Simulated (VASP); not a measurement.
# Pb (C2/m) in VASP: further runs

Runs on Pb. Level: LDA. Tasks: single point.

All numbers are computed with VASP 6.6.1; they aren't measurements. Logs are shortened: lines on timing, memory, paths and dates and some standing lists are left out, and cuts for length are marked.

## (1) The crystal as given

The structure is monoclinic, space group C2/m (No. 12). The conventional cell has a = 6.077 Å, b = 3.501 Å, c = 6.452 Å, α = 90.00°, β = 109.14°, γ = 90.00°. Pb (site symmetry m) is surrounded by 10 Pb at 3.34 to 3.51 Å.

This isn't the form of Pb at room conditions, which is fcc.

## (2) Single point, LDA

Contents of INCAR:

```
SYSTEM = Pb
ADDGRID = .False. ; ALGO = Normal
EDIFF = 1E-6 ; ENCUT = 220
GGA = CA ; ISIF = 2
ISMEAR = 1 ; LASPH = .True.
LCHARG = .False. ; LREAL = .False.
LWAVE = .False. ; NELM = 100
PREC = Accurate ; SIGMA = 0.2
```

Contents of KPOINTS:

```
k-points
0
Gamma
  14 14 7
  0 0 0
```

Contents of POSCAR:

```
Pb
1.0
    3.0386068135     -1.7503199600      0.0000000000
    3.0386068135      1.7503199600      0.0000000000
   -2.1154626375      0.0000000000      6.0952248674
Pb
2
Direct
    0.9226740000      0.9042520000      0.7213670000
    0.1042030000      0.0659440000      0.2801110000
```

Potentials or basis: VASP PAW LDA potentials, release 64 (Pb_d).

Run with:

```
> cat potpaw_LDA.64/Pb_d/POTCAR > POTCAR
> mpirun -np 1 vasp_std > vasp.out
```

OUTCAR:

```text
SYSTEM = Pb
   EDIFF = 1E-6
   ENCUT = 220
   GGA = CA
   ISIF = 2
   ISMEAR = 1
   LASPH = .True.
   LREAL = .False.
   NELM = 100
   PREC = Accurate

 Found    688 irreducible k-points:

 Following reciprocal coordinates:
            Coordinates               Weight
  0.000000  0.000000  0.000000      1.000000
  0.071429 -0.000000 -0.000000      2.000000
  0.000000 -0.071429  0.000000      2.000000
  0.142857  0.000000 -0.000000      2.000000
  0.000000 -0.142857  0.000000      2.000000
  0.214286  0.000000 -0.000000      2.000000
   k-points           NKPTS =    688   k-points in BZ     NKDIM =    688   number of bands    NBANDS=     18
   number of dos      NEDOS =    301   number of ions     NIONS =      2
   total plane-waves  NPLWV =  10368
   dimension x,y,z NGX =    18 NGY =   18 NGZ =   32
   dimension x,y,z NGXF=    36 NGYF=   36 NGZF=   64
   ions per type =               2
   NGX,Y,Z   is equivalent  to a cutoff of   8.53,  8.53,  8.25 a.u.
   NGXF,Y,Z  is equivalent  to a cutoff of  17.07, 17.07, 16.49 a.u.
 SYSTEM =  Pb
   PREC   = accura    normal or accurate (medium, high low for compatibility)
   ISTART =      0    job   : 0-new  1-cont  2-samecut
   ICHARG =      2    charge: 1-file 2-atom 10-const
   ISPIN  =      1    spin polarized calculation?
   LNONCOLLINEAR =      F non collinear calculations
   LSORBIT =      F    spin-orbit coupling
   LASPH  =      T    aspherical Exc in radial PAW
   ENCUT  =  220.0 eV  16.17 Ry    4.02 a.u.   4.24  4.24  7.80*2*pi/ulx,y,z
   NELM   =    100;   NELMIN=  2; NELMDL= -5     # of ELM steps
   EDIFF  = 0.1E-05   stopping-criterion for ELM
   LREAL  =      F    real-space projection
   EDIFFG = 0.1E-04   stopping-criterion for IOM
   NSW    =      0    number of steps for IOM
   IBRION =     -1    ionic relax: 0-MD 1-quasi-New 2-CG
   NFREE  =      0    steps in history (QN), initial steepest desc. (CG)
   ISIF   =      2    stress and relaxation
   ISYM   =      2    0-nonsym 1-usesym 2-fastsym
   POTIM  = 0.5000    time-step for ionic-motion
   TEBEG  =    0.0;   TEEND  =   0.0 temperature during run
   PSTRESS=    0.0 pullay stress
   NELECT =      28.0000    total number of electrons
   NUPDOWN=      -1.0000    fix difference up-down
   EMIN   =  10.00;   EMAX   =-10.00  energy-range for DOS
   EFERMI =   0.00;   METHOD = LEGACY
   ISMEAR =     1;   SIGMA  =   0.20  broadening in eV -4-tet -1-fermi 0-gaus
   EFERMI_NEDOS =   21; number of points for ismear=-14 and -15
   IALGO  =     38    algorithm
   IMIX   =      4    mixing-type and parameters
     AMIX     =   0.40;   BMIX     =  1.00
     AMIX_MAG =   1.60;   BMIX_MAG =  1.00
  volume/ion in A,a.u.               =      32.42       218.77
  Fermi-wavevector in a.u.,A,eV,Ry     =   1.237438  2.338420 20.833975  1.531254
  Thomas-Fermi vector in A             =   2.372006
   LORBIT       =      0    0 simple, 1 ext, 2 COOP (PROOUT), +10 PAW based schemes
   GGA     = CA    functional components
   LHFCALC =     F    Hartree Fock is set to
   AEXX    =    0.0000 exact exchange contribution
   IVDW    =     0    specifies the selected vdW correction
   LEPSILON=     F    determine dielectric tensor
   LRPA    =     F    only Hartree local field effects (RPA)
 non-spin polarized calculation
 Methfessel and Paxton  Order N= 1 SIGMA  =   0.20
  energy-cutoff  :      220.00
  volume of cell :       64.84
 maximum number of plane-waves:       494
 NGX is ok and might be reduce to    18
   NGX =  9   NGY =  9   NGZ = 15

 number of electron      28.0000028 magnetization

 Free energy of the ion-electron system (eV)
  ---------------------------------------------------
  ext. energy  EPLUGINS =         0.00000000
  ---------------------------------------------------
  free energy    TOTEN  =        -8.27738853 eV

  energy without entropy =       -8.27812568  energy(sigma->0) =       -8.27763425

 E-fermi :   6.2809     XC(G=0): -10.0823

 val. band max:        6.2794035011   @ k =  -0.3571   0.1429   0.2857
 cond. band min:       6.2836239619   @ k =   0.3571   0.3571  -0.0000
 fundamental gap:      0.0042204607
 Fermi energy:         6.2809037473

 k-point     1 :       0.0000    0.0000    0.0000
  band No.  band energies     occupation
      1     -10.7951      2.00000
      2     -10.7149      2.00000
      3     -10.7145      2.00000
      4     -10.7141      2.00000
      5     -10.7093      2.00000
      6     -10.7058      2.00000
[... 10 lines left out ...]
     17      12.7793      0.00000
     18      12.8795      0.00000

 k-point     2 :       0.0714   -0.0000   -0.0000
  band No.  band energies     occupation
      1     -10.7906      2.00000
      2     -10.7272      2.00000
      3     -10.7142      2.00000
      4     -10.7036      2.00000
      5     -10.7015      2.00000
      6     -10.6824      2.00000
[... 10 lines left out ...]
     17      12.7257      0.00000
     18      12.8525      0.00000

 k-point     3 :       0.0000   -0.0714    0.0000
  band No.  band energies     occupation
      1     -10.7900      2.00000
      2     -10.7277      2.00000
      3     -10.7135      2.00000
      4     -10.7045      2.00000
      5     -10.7004      2.00000
      6     -10.6834      2.00000
[... 10 lines left out ...]
     17      12.7217      0.00000
     18      12.8678      0.00000

 k-point     4 :       0.1429    0.0000   -0.0000
  band No.  band energies     occupation
      1     -10.7821      2.00000
      2     -10.7472      2.00000
      3     -10.7248      2.00000
      4     -10.6793      2.00000
      5     -10.6694      2.00000
      6     -10.6535      2.00000
[... 10 lines left out ...]
     17      12.4682      0.00000
     18      12.7532      0.00000

 k-point     5 :       0.0000   -0.1429    0.0000
  band No.  band energies     occupation
      1     -10.7795      2.00000
      2     -10.7496      2.00000
      3     -10.7239      2.00000
      4     -10.6810      2.00000
      5     -10.6686      2.00000
      6     -10.6559      2.00000
[... 10 lines left out ...]
     17      12.4930      0.00000
     18      12.7339      0.00000

 k-point     6 :       0.2143    0.0000   -0.0000
  band No.  band energies     occupation
      1     -10.7826      2.00000
      2     -10.7532      2.00000
      3     -10.7388      2.00000
      4     -10.6616      2.00000
      5     -10.6506      2.00000
      6     -10.6221      2.00000
[... 10 lines left out ...]
     17      11.8847      0.00000
     18      12.6621      0.00000

 [... further k-points ...]

------------------------ aborting loop because EDIFF is reached ----------------------------------------

  FORCE on cell =-STRESS in cart. coord.  units (eV):
  Direction    XX          YY          ZZ          XY          YZ          ZX
  --------------------------------------------------------------------------------------
  -------------------------------------------------------------------------------------
  Total       -3.4421391     -3.5232205     -3.0538883     -0.0164065     -0.0324828     -0.0490895
  in kB      -85.0603790    -87.0640224    -75.4661255     -0.4054296     -0.8026978     -1.2130741
  external PRESSURE =     -82.5301757 kB  Pullay stress =       0.0000000 kB

 VOLUME and BASIS-vectors are now :
 -----------------------------------------------------------------------------
  energy-cutoff  :      220.00
  volume of cell :       64.84
      direct lattice vectors                 reciprocal lattice vectors
     3.038606813 -1.750319960  0.000000000     0.164549095 -0.285662057  0.057109864
     3.038606813  1.750319960  0.000000000     0.164549095  0.285662057  0.057109864
    -2.115462637  0.000000000  6.095224867     0.000000000  0.000000000  0.164062856

 POSITION                                       TOTAL-FORCE (eV/Angst)
 -----------------------------------------------------------------------------------
      4.02528     -0.03224      4.39689        -0.008297     -0.011821      0.074652
     -0.07555     -0.06697      1.70734         0.008297      0.011821     -0.074652
 -----------------------------------------------------------------------------------
    total drift:                                0.000013      0.000053      0.000118

  FREE ENERGIE OF THE ION-ELECTRON SYSTEM (eV)
  ---------------------------------------------------
  free  energy   TOTEN  =        -8.2773885291 eV

  energy  without entropy=       -8.2781256787  energy(sigma->0) =       -8.27763425
```

stdout:

```text
POSCAR found type information on POSCAR Pb
 POSCAR found :  1 types and       2 ions
 scaLAPACK will be used
 LDA part: xc-table for (Slater(with rela. corr.)+CA(PZ))
 , standard interpolation
 POSCAR, INCAR and KPOINTS ok, starting setup
 FFT: planning ... GRIDC
 FFT: planning ... GRID_SOFT
 FFT: planning ... GRID
 WAVECAR not read
 entering main loop
```

Wall time 58 s (1 thread of Intel Xeon 6975P-C (Granite Rapids), shared host); peak memory 0.26 GiB.

The run converged, but a check on its numbers failed (symmetry, net force, bounds or a known fault of this set-up), so they aren't taken as properties of the crystal.

Caveat: the cutoff lies under the usual one of these potentials, so the numbers hold a large basis-set error.

## (3) Single point, LDA

Changes to INCAR since step 2:

```diff
@@ -2,3 +2,3 @@
 ADDGRID = .False. ; ALGO = Normal
-EDIFF = 1E-6 ; ENCUT = 220
+EDIFF = 1E-6 ; ENCUT = 460
 GGA = CA ; ISIF = 2
```

Contents of KPOINTS:

```
k-points
0
Gamma
  10 10 5
  0 0 0
```

Contents of POSCAR:

```
Pb
1.0
    3.0386068135     -1.7503199600      0.0000000000
    3.0386068135      1.7503199600      0.0000000000
   -2.1154626375      0.0000000000      6.0952248674
Pb
2
Direct
    0.9085084100      0.9085084100      0.7262922000
    0.0914915900      0.0914915900      0.2737078000
```

Potentials or basis: VASP PAW LDA potentials, release 64 (Pb_d).

Run with:

```
> cat potpaw_LDA.64/Pb_d/POTCAR > POTCAR
> mpirun -np 1 vasp_std > vasp.out
```

Run time: 38 s. Hardware: 1 thread of Intel Xeon 6975P-C (Granite Rapids), shared host; peak memory 0.23 GiB.

The run converged, but some of its settings lie outside the range that counts as converged, so its numbers aren't taken as properties of the crystal.

What came out:

| Quantity | Value |
| --- | --- |
| Free energy | -8.3109 eV |
| Pressure | -2.9 GPa |
| Largest force | 0.050 eV/Å |
| Band gap on the k mesh | none (metal or under the smearing width) |

## (4) Single point, LDA

INCAR is that of step 3.

KPOINTS is that of step 3.

Contents of POSCAR:

```
Pb
1.0
    3.0386068135     -1.7503199600      0.0000000000
    3.0386068135      1.7503199600      0.0000000000
   -2.1154626375      0.0000000000      6.0952248674
Pb
2
Direct
    0.9226740000      0.9042520000      0.7213670000
    0.1042030000      0.0659440000      0.2801110000
```

Run with:

```
> cat potpaw_LDA.64/Pb_d/POTCAR > POTCAR
> mpirun -np 1 vasp_std > vasp.out
```

Wall time 76 s (1 thread of Intel Xeon 6975P-C (Granite Rapids), shared host); peak memory 0.31 GiB.

The run converged, but some of its settings lie outside the range that counts as converged, so its numbers aren't taken as properties of the crystal.

Results:

```yaml
Free_energy: -8.3104 eV
Pressure: -2.5 GPa
Largest_force: 0.064 eV/Å
Band_gap_on_the_k_mesh: none (metal or under the smearing width)
```

## (5) Single point, LDA

Changes to INCAR since step 4:

```diff
@@ -2,3 +2,3 @@
 ADDGRID = .False. ; ALGO = Normal
-EDIFF = 1E-6 ; ENCUT = 460
+EDIFF = 1E-6 ; ENCUT = 340
 GGA = CA ; ISIF = 2
```

Contents of KPOINTS:

```
k-points
0
Gamma
  12 12 6
  0 0 0
```

Contents of POSCAR:

```
Pb
1.0
    3.0386068135     -1.7503199600      0.0000000000
    3.0386068135      1.7503199600      0.0000000000
   -2.1154626375      0.0000000000      6.0952248674
Pb
2
Direct
    0.9085084100      0.9085084100      0.7262922000
    0.0914915900      0.0914915900      0.2737078000
```

Potentials or basis: VASP PAW LDA potentials, release 64 (Pb_d).

Run with:

```
> cat potpaw_LDA.64/Pb_d/POTCAR > POTCAR
> mpirun -np 1 vasp_std > vasp.out
```

OUTCAR:

```text
SYSTEM = Pb
   EDIFF = 1E-6
   ENCUT = 340
   GGA = CA
   ISIF = 2
   ISMEAR = 1
   LASPH = .True.
   LREAL = .False.
   NELM = 100
   PREC = Accurate

 Found    242 irreducible k-points:

 Following reciprocal coordinates:
            Coordinates               Weight
  0.000000  0.000000  0.000000      1.000000
  0.083333 -0.000000  0.000000      4.000000
  0.166667  0.000000  0.000000      4.000000
  0.250000  0.000000 -0.000000      4.000000
  0.333333  0.000000  0.000000      4.000000
  0.416667  0.000000  0.000000      4.000000
   k-points           NKPTS =    242   k-points in BZ     NKDIM =    242   number of bands    NBANDS=     18
   number of dos      NEDOS =    301   number of ions     NIONS =      2
   total plane-waves  NPLWV =  23040
   dimension x,y,z NGX =    24 NGY =   24 NGZ =   40
   dimension x,y,z NGXF=    48 NGYF=   48 NGZF=   80
   ions per type =               2
   NGX,Y,Z   is equivalent  to a cutoff of  11.38, 11.38, 10.31 a.u.
   NGXF,Y,Z  is equivalent  to a cutoff of  22.76, 22.76, 20.61 a.u.
 SYSTEM =  Pb
   PREC   = accura    normal or accurate (medium, high low for compatibility)
   ISTART =      0    job   : 0-new  1-cont  2-samecut
   ICHARG =      2    charge: 1-file 2-atom 10-const
   ISPIN  =      1    spin polarized calculation?
   LNONCOLLINEAR =      F non collinear calculations
   LSORBIT =      F    spin-orbit coupling
   LASPH  =      T    aspherical Exc in radial PAW
   ENCUT  =  340.0 eV  24.99 Ry    5.00 a.u.   5.27  5.27  9.70*2*pi/ulx,y,z
   NELM   =    100;   NELMIN=  2; NELMDL= -5     # of ELM steps
   EDIFF  = 0.1E-05   stopping-criterion for ELM
   LREAL  =      F    real-space projection
   EDIFFG = 0.1E-04   stopping-criterion for IOM
   NSW    =      0    number of steps for IOM
   IBRION =     -1    ionic relax: 0-MD 1-quasi-New 2-CG
   NFREE  =      0    steps in history (QN), initial steepest desc. (CG)
   ISIF   =      2    stress and relaxation
   ISYM   =      2    0-nonsym 1-usesym 2-fastsym
   POTIM  = 0.5000    time-step for ionic-motion
   TEBEG  =    0.0;   TEEND  =   0.0 temperature during run
   PSTRESS=    0.0 pullay stress
   NELECT =      28.0000    total number of electrons
   NUPDOWN=      -1.0000    fix difference up-down
   EMIN   =  10.00;   EMAX   =-10.00  energy-range for DOS
   EFERMI =   0.00;   METHOD = LEGACY
   ISMEAR =     1;   SIGMA  =   0.20  broadening in eV -4-tet -1-fermi 0-gaus
   EFERMI_NEDOS =   21; number of points for ismear=-14 and -15
   IALGO  =     38    algorithm
   IMIX   =      4    mixing-type and parameters
     AMIX     =   0.40;   BMIX     =  1.00
     AMIX_MAG =   1.60;   BMIX_MAG =  1.00
  volume/ion in A,a.u.               =      32.42       218.77
  Fermi-wavevector in a.u.,A,eV,Ry     =   1.237438  2.338420 20.833975  1.531254
  Thomas-Fermi vector in A             =   2.372006
   LORBIT       =      0    0 simple, 1 ext, 2 COOP (PROOUT), +10 PAW based schemes
   GGA     = CA    functional components
   LHFCALC =     F    Hartree Fock is set to
   AEXX    =    0.0000 exact exchange contribution
   IVDW    =     0    specifies the selected vdW correction
   LEPSILON=     F    determine dielectric tensor
   LRPA    =     F    only Hartree local field effects (RPA)
 non-spin polarized calculation
 Methfessel and Paxton  Order N= 1 SIGMA  =   0.20
  energy-cutoff  :      340.00
  volume of cell :       64.84
 maximum number of plane-waves:       934
 NGX is ok and might be reduce to    24
   NGX = 11   NGY = 11   NGZ = 19

 number of electron      28.0000016 magnetization

 Free energy of the ion-electron system (eV)
  ---------------------------------------------------
  ext. energy  EPLUGINS =         0.00000000
  ---------------------------------------------------
  free energy    TOTEN  =        -8.31843342 eV

  energy without entropy =       -8.31794298  energy(sigma->0) =       -8.31826994

 E-fermi :   6.2587     XC(G=0): -10.0936

 val. band max:        6.2519790687   @ k =   0.5000   0.2500   0.3333
 cond. band min:       6.2605538275   @ k =   0.3333   0.1667   0.0000
 fundamental gap:      0.0085747588
 Fermi energy:         6.2587347049

 k-point     1 :       0.0000    0.0000    0.0000
  band No.  band energies     occupation
      1     -10.8174      2.00000
      2     -10.7077      2.00000
      3     -10.7069      2.00000
      4     -10.7038      2.00000
      5     -10.7038      2.00000
      6     -10.6806      2.00000
[... 10 lines left out ...]
     17      12.6939      0.00000
     18      12.8074      0.00000

 k-point     2 :       0.0833   -0.0000    0.0000
  band No.  band energies     occupation
      1     -10.8113      2.00000
      2     -10.7152      2.00000
      3     -10.7083      2.00000
      4     -10.6930      2.00000
      5     -10.6900      2.00000
      6     -10.6622      2.00000
[... 10 lines left out ...]
     17      12.6672      0.00000
     18      12.7562      0.00000

 k-point     3 :       0.1667    0.0000    0.0000
  band No.  band energies     occupation
      1     -10.7967      2.00000
      2     -10.7342      2.00000
      3     -10.7195      2.00000
      4     -10.6561      2.00000
      5     -10.6486      2.00000
      6     -10.6386      2.00000
[... 10 lines left out ...]
     17      12.2233      0.00000
     18      12.6594      0.00000

 k-point     4 :       0.2500    0.0000   -0.0000
  band No.  band energies     occupation
      1     -10.7906      2.00000
      2     -10.7527      2.00000
      3     -10.7317      2.00000
      4     -10.6749      2.00000
      5     -10.6266      2.00000
      6     -10.5925      2.00000
[... 10 lines left out ...]
     17      11.4835      0.00000
     18      12.5134      0.00000

 k-point     5 :       0.3333    0.0000    0.0000
  band No.  band energies     occupation
      1     -10.8063      2.00000
      2     -10.7675      2.00000
      3     -10.7390      2.00000
      4     -10.7136      2.00000
      5     -10.6260      2.00000
      6     -10.5453      2.00000
[... 10 lines left out ...]
     17      10.8282      0.00000
     18      11.7307      0.00000

 k-point     6 :       0.4167    0.0000    0.0000
  band No.  band energies     occupation
      1     -10.8239      2.00000
      2     -10.7815      2.00000
      3     -10.7609      2.00000
      4     -10.7211      2.00000
      5     -10.6316      2.00000
      6     -10.5339      2.00000
[... 10 lines left out ...]
     17      10.3918      0.00000
     18      10.4057      0.00000

 [... further k-points ...]

------------------------ aborting loop because EDIFF is reached ----------------------------------------

  FORCE on cell =-STRESS in cart. coord.  units (eV):
  Direction    XX          YY          ZZ          XY          YZ          ZX
  --------------------------------------------------------------------------------------
  -------------------------------------------------------------------------------------
  Total       -1.5371525     -1.5351308     -1.2248309      0.0000000      0.0000000     -0.0026371
  in kB      -37.9853253    -37.9353674    -30.2673951      0.0000000      0.0000000     -0.0651678
  external PRESSURE =     -35.3960292 kB  Pullay stress =       0.0000000 kB

 VOLUME and BASIS-vectors are now :
 -----------------------------------------------------------------------------
  energy-cutoff  :      340.00
  volume of cell :       64.84
      direct lattice vectors                 reciprocal lattice vectors
     3.038606813 -1.750319960  0.000000000     0.164549095 -0.285662057  0.057109864
     3.038606813  1.750319960  0.000000000     0.164549095  0.285662057  0.057109864
    -2.115462637  0.000000000  6.095224867     0.000000000  0.000000000  0.164062856

 POSITION                                       TOTAL-FORCE (eV/Angst)
 -----------------------------------------------------------------------------------
      3.98476      0.00000      4.42691         0.014292      0.000000     -0.077990
     -0.02300      0.00000      1.66831        -0.014292      0.000000      0.077990
 -----------------------------------------------------------------------------------
    total drift:                                0.000000      0.000000     -0.000000

  FREE ENERGIE OF THE ION-ELECTRON SYSTEM (eV)
  ---------------------------------------------------
  free  energy   TOTEN  =        -8.3184334172 eV

  energy  without entropy=       -8.3179429753  energy(sigma->0) =       -8.31826994
```

It took 34 s on 1 thread of Intel Xeon 6975P-C (Granite Rapids), shared host; peak memory 0.22 GiB.

These settings aren't checked as converged: the numbers below hold their error.

Results:

| Item | Value |
| --- | --- |
| Free energy | -8.3184 eV |
| Pressure | -3.5 GPa |
| Largest force | 0.079 eV/Å |
| Band gap on the k mesh | none (metal or under the smearing width) |

(Continued in part 2 of 2.)
